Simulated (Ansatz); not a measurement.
**Se: pressure up to the limit of the methods**

One table from this session's results is given with a row withheld; the runs are named, their logs left out.

Program: Ansatz 0.2.0. Level of theory: DFT, PBE, PAW with Ansatz's default frozen-core files, scalar-relativistic. These are calculated values, not measurements.

### The system as given

Symmetry: Fd-3m, No. 227, cubic system. Conventional cell: a = 5.944 Å, b = 5.944 Å, c = 5.944 Å, α = 90.00°, β = 90.00°, γ = 90.00°. Around Se (site symmetry -43m) lie 4 Se at 2.57 Å.

As a file:

```
CELL_PARAMETERS angstrom
0.00000 2.97196 2.97196
2.97196 0.00000 2.97196
2.97196 2.97196 0.00000
ATOMIC_POSITIONS crystal
Se 0.87500 0.87500 0.87500
Se 0.12500 0.12500 0.12500
```

Whether this phase is the stable one at these pressures isn't tested.

Atoms are numbered in the order of the input: Se1, Se2.

Set-up of the first run:

input.yaml reads:

```yaml
crystal:
  lattice:
    - [0.0, 2.9719609764, 2.9719609764]
    - [2.9719609764, 0.0, 2.9719609764]
    - [2.9719609764, 2.9719609764, 0.0]
  atoms:
    - { symbol: Se, position: [-0.125, -0.125, -0.125] }
    - { symbol: Se, position: [0.125, 0.125, 0.125] }
kpoints:
  mp_grid: { grid: [11, 11, 11] }
scf:
  occupations: { method: fermi_dirac, width: 0.1 }
hamiltonian:
  xc: pbe
  pseudopotentials: { kind: paw }
output:
  forces: true
  stress: true
relax:
  f_tol: 0.005
  max_steps: 40
  cell: {}
```

Command:

```
$ ansatz run input.yaml --threads 1 --pin off --max-ram 2048MiB --backend cpu --events-out ev --progress --plain --runs-dir out
```

Among the steps run: Cell relaxed at zero pressure, PAW; Volume scaled by 1, PAW; Volume scaled by 0.9, PAW; Volume scaled by 0.8, PAW; Volume scaled by 0.7, PAW; Volume scaled by 0.6, PAW; Volume scaled by 0.5, PAW; Volume scaled by 0.4, PAW; Volume scaled by 0.4, PAW (cutoff 250 eV).

One table of the session follows, with a row left open; its other results are not shown here.

| method | volume over the first | volume (Å³/atom) | pressure (GPa) |
| --- | --- | --- | --- |
| PAW | 1 | 31.725 | 0.03 |
| PAW | 0.9 | 28.553 | 5.09 |
| PAW | 0.8 | 25.380 | 13.60 |
| PAW | 0.7 | 22.208 | 28.27 |
| PAW | 0.6 | ? | ? |
| PAW | 0.5 | 15.863 | 104.08 |
| PAW | 0.4 | 12.690 | 212.32 |
| PAW (cutoff 250 eV) | 0.4 | 12.690 | 222.77 |

**Question.** Estimate the row for PAW, 0.6.

The run gave: volume (Å³/atom): 19.035; pressure (GPa): 54.12. In the column «volume (Å³/atom)» it lies between PAW, 0.5 (15.863) and PAW, 0.7 (22.208).

Caveats from the session: Warnings in the runs' records: cutoff below recommended.
